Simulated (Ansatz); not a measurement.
# SrTiO₃ (Pm-3m), a vibration from a frozen displacement

Method: DFT PBE, scalar-relativistic, plane waves, PAW (Ansatz 0.2.0). Settings: plane waves to 420 eV, k-mesh 8×8×8 (Γ-centred), Gaussian smearing 0.05 eV. No spin polarisation. Energies are free energies at this smearing, counted from the undisturbed cell; pressure is positive in compression.

Reference structure (relaxed at this level; it needn't be the usual structure):

```yaml
crystal:
  lattice:
    - [3.93640, 0.00000, 0.00000]
    - [0.00000, 3.93640, 0.00000]
    - [0.00000, 0.00000, 3.93640]
  atoms:
    - { symbol: Sr, position: [0.00000, 0.00000, 0.00000] }
    - { symbol: Ti, position: [0.50000, 0.50000, 0.50000] }
    - { symbol: O, position: [0.00000, 0.50000, 0.50000] }
    - { symbol: O, position: [0.50000, 0.00000, 0.50000] }
    - { symbol: O, position: [0.50000, 0.50000, 0.00000] }
```

Atom 1 (Sr) is moved by x along the Cartesian unit vector (0.000, -0.707, -0.707); the cell and all other atoms stay fixed. The cell's volume is 61.00 Å³; the moved atoms weigh 87.620 u together and the others 95.864 u. Some rows repeat others by symmetry and weren't run.

```csv
x (Å),ΔE (meV/cell),total force on the moved atoms along the move (eV/Å),pressure (GPa)
-0.4500,431.48,2.3921,4.8967
-0.3750,277.25,1.7468,3.3059
-0.3000,165.97,1.2411,2.0682
-0.2250,88.42,0.8419,1.1450
-0.1500,37.75,0.5197,0.5063
-0.0750,9.21,0.2475,0.1313
0.0000,0.00,0.0000,0.0077
0.0750,9.21,-0.2475,0.1313
0.1500,37.75,-0.5197,0.5063
0.2250,88.42,-0.8419,1.1450
0.3000,165.97,-1.2411,2.0682
0.3750,277.25,-1.7468,3.3059
0.4500,431.48,-2.3921,4.8967
```

**Question.** What frequency belongs to this motion?

**Answer.** The force constant is k = −dF/dx = 3.300 eV/Å², from the parabola through x = -0.0750, 0 and 0.0750. In every cell the moved atoms swing against the rest, so the mass is μ = m₁m₂/(m₁ + m₂) = 45.778 u, and ν̃ = 521.5 cm⁻¹ × √(|k|/μ) = 140 cm⁻¹. The pattern needn't be a normal mode: ν̃² is then a weighted mean of the squared nonzero frequencies at the zone centre of this cell, taken without macroscopic field, so it lies between the lowest and the highest of them.

**Question.** How far does the harmonic law reach?

**Answer.** At x = -0.450 Å, kx²/2 = 334.11 meV against the computed 431.48 meV (+29.1 %): the well stiffens in this direction at large amplitude.

**Question.** The pressure changes with x². What does that say about the frequency under compression?

**Answer.** With E = k(V)x²/2, k ∝ V^(−2γ) and x scaling with the cell as V^(1/3), P − P0 = −∂E/∂V = (2γ − 2/3) ΔE/V. At x = 0.1500 Å, V(P − P0) = 61.00 × 0.49866 / 160.2 eV = 189.84 meV and ΔE = 37.75 meV, so γ = 1/3 + V(P − P0)/(2ΔE) = 2.85. This is the Grüneisen parameter of the motion under uniform scaling of the cell: shrinking the cell evenly by 1 % in volume raises the frequency by about 2.85 %.

Many cubic perovskites lower their energy by tilts or polar distortions; a scan of this one displacement doesn't rule them out.

Cost: 7 runs of about 1.7 core-minutes in all, on Intel Xeon Platinum 8259CL (Skylake/Cascade Lake) (shared hosts).